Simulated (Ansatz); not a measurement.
Field gradients at the nuclei in NiO under strain

The cell is a structure deposited in the COD, relaxed with PBE at fixed cell and then changed (z stretched by 2 %, ions relaxed).

```
Ni O
1.0
     0.00000    2.09503    2.13693
     2.09503    0.00000    2.13693
     2.09503    2.09503    0.00000
Ni O
1 1
Direct
  0.00000 0.00000 0.00000
  0.50000 0.50000 0.50000
```

Sites (sets of like atoms) are named by element and the number of their first atom in this list.

Method: Kohn–Sham DFT in Ansatz, PBE, plane waves and PAW, scalar-relativistic, collinear spin, 420 eV cutoff, Γ-centred 19×19×19 k-points, Fermi–Dirac smearing 0.05 eV. Start moments as typed (μB): 2 on each Ni, none on the rest.

C_Q = eQV_zz/h, which is 24.18 MHz for Q = 1 b and V_zz = 10²¹ V/m²; η = (V_xx − V_yy)/V_zz.

⁶¹Ni: I = 3/2, Q = 162.0 mb; 17O: I = 5/2, Q = -25.58 mb. Quadrupole moments are those of Pyykkö's year-2017 table.

| site | atoms (order as listed) | first shell | V_zz (10²¹ V/m²) | η | C_Q (MHz) |
| --- | --- | --- | --- | --- | --- |
| Ni | 1 | 6 O at 2.10–2.14 Å | 0.25 | 0.00 | 0.972 |
| O | 2 | 6 Ni at 2.10–2.14 Å | -0.47 | 0.00 | 0.288 |

An axis of threefold or higher order runs through Ni and O, so V_zz lies along it and η is zero.

The run finds no gap above 0.1 eV (a metal, or nearly one), so the gradients can move by 10 % or more with the k-mesh. Semilocal functionals can leave a metal where correlation in the d or f shell opens a gap in the real compound, and that would change the values at and beside Ni. With these PAW files V_zz is typically within 2 to 3 % of all-electron values, but misses above 10 % occur on Ni. Measured NiO orders antiferromagnetically, but in this run all moments are parallel, as the start or the cell imposes: fields and spin densities carried over to other atoms belong to this order alone, and gaps, moments and gradients can differ too.

The relaxation (1 step) took 58 s of wall time (55 s of CPU time) and 0.73 GiB at its peak, on 1 thread of Intel Xeon Platinum 8259CL CPU @ 2.50GHz (Skylake/Cascade Lake) (x86_64; 16 cores open to the job, memory cap 3.0 GiB, no GPU), a shared host with a load of 0.7 a core.
